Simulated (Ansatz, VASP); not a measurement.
One calculation of LiF (Griceite), two programs

The input POSCAR:

```
LiF
1.0
    0.0000000000      2.0918198325      1.9948691899
    1.9948691899      0.0000000000      1.9948691899
    1.9948691899      2.0918198325      0.0000000000
Li F
1 1
Direct
    0.0000000000      0.0000000000      0.0000000000
    0.5000000000      0.5000000000      0.5000000000
```

INCAR.step1

```
SYSTEM = LiF
ALGO = Normal
EDIFF = 1E-4
ENCUT = 520
GGA = PE
ISMEAR = 0
LASPH = .True.
LCHARG = .False.
LREAL = .False.
LWAVE = .True.
NBANDS = 12
NELM = 60
PREC = Accurate
SIGMA = 0.01
```

File INCAR.step2:

```
SYSTEM = LiF
ALGO = Normal
EDIFF = 1E-7
ENCUT = 520
ISIF = 2
ISMEAR = 0
ISTART = 1
LASPH = .True.
LCHARG = .False.
LMIXTAU = .True.
LREAL = .False.
LWAVE = .False.
METAGGA = R2SCAN
NBANDS = 12
NELM = 60
PREC = Accurate
SIGMA = 0.01
```

The input KPOINTS:

```
k-points
0
Gamma
  10 10 10
  0 0 0
```

Input for Ansatz:

```yaml
crystal:
  lattice:
    - [0.0, 2.0918198325, 1.9948691899]
    - [1.9948691899, 0.0, 1.9948691899]
    - [1.9948691899, 2.0918198325, 0.0]
  atoms:
    - { symbol: Li, position: [0.0, 0.0, 0.0] }
    - { symbol: F, position: [0.5, 0.5, 0.5] }
kpoints:
  mp_grid: { grid: [10, 10, 10] }
  band_path:
    path:
      - [0.0, 0.0, 0.0]
      - [0.5, 0.0, 0.5]
      - [0.625, 0.25, 0.625]
      - [0.375, 0.375, 0.75]
      - [0.5, 0.5, 0.5]
      - [0.5, 0.25, 0.75]
    npoints: 1
hamiltonian:
  xc: r2scan
scf:
  occupations: { method: fixed }
  n_extra_bands: 4
output:
  forces: true
  stress: true
  eigenvalues: true
```

Change from the starting cell: uniaxial_y strain +4.9%.

Alike in both runs: task single point; functional r2SCAN; k mesh 10 × 10 × 10; no spin polarisation.

```csv
,VASP,Ansatz
version,VASP 6.6.1,Ansatz 0.2.0
potentials or method,"VASP PAW PBE potentials, release 64 (Li_sv, F)","plane waves, PAW"
plane-wave cutoff (eV),520,500
occupations,"gaussian, width 0.01 eV",fixed
valence electrons in the cell,10,10
```

VASP gave:

| Item | Value |
| --- | --- |
| gap on the k mesh at the Fermi level (eV) | 10.01 |

Question: Estimate Ansatz's values.

Answer: gap on the k mesh at the Fermi level (eV): 9.82.

 A k mesh can miss the band edges.
